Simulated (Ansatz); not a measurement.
# ZnS: generalised stacking fault

Level of theory: Ansatz, DFT r2SCAN, scalar-relativistic, plane waves, PAW. The runs took a 500 eV cutoff, a Γ-centred 7×7×2 mesh and Gaussian smearing (0.05 eV). No spin polarisation. Energies are free energies at this smearing, counted from the undisturbed cell; pressure is positive in compression.

The starting cell (relaxed at this level):

```xyz
8
Lattice="-3.8067 0.0000 0.0000 -1.9034 -3.2967 0.0000 0.0000 0.0000 12.4915" Properties=species:S:1:pos:R:3 pbc="T T T"
Zn   -1.9034   -1.0989   11.3228
Zn   -1.9034   -1.0989    5.0771
Zn   -3.8067   -2.1978    1.9542
Zn   -3.8067   -2.1978    8.2000
S    -1.9034   -1.0989    1.1687
S    -1.9034   -1.0989    7.4144
S    -3.8067   -2.1978    4.2915
S    -3.8067   -2.1978   10.5373
```

The cut lies on the cell's a–b face, a (0 0 1) plane (indices in the standard cell, whose axes needn't be the Cartesian ones shown) of area 12.55 Å², between layers 2.34 Å apart. Vector c is tilted by f times 1·a + 1·b (length 6.593 Å) with the atoms' Cartesian places fixed: one unrelaxed fault a cell.

```tsv
f	γ (mJ/m²)	shear traction, the slope of γ along the slip (GPa)	gap on the mesh (eV)
0.0000	0	0.0	2.78
0.0833	137	5.3	2.65
0.1667	581	10.4	2.35
0.2500	1150	8.8	1.93
0.3333	1403	0.0	1.72
0.4167	1232	-4.9	1.86
0.5000	990	-3.2	2.06
0.5833	906	0.0	2.15
0.6667	932	0.0	2.17
0.7500	813	-4.7	2.23
0.8333	456	-7.3	2.48
0.9167	120	-4.3	2.70
```

Cost: 12 runs of about 9.6 core-minutes in all, on Arm Neoverse V2 (shared hosts).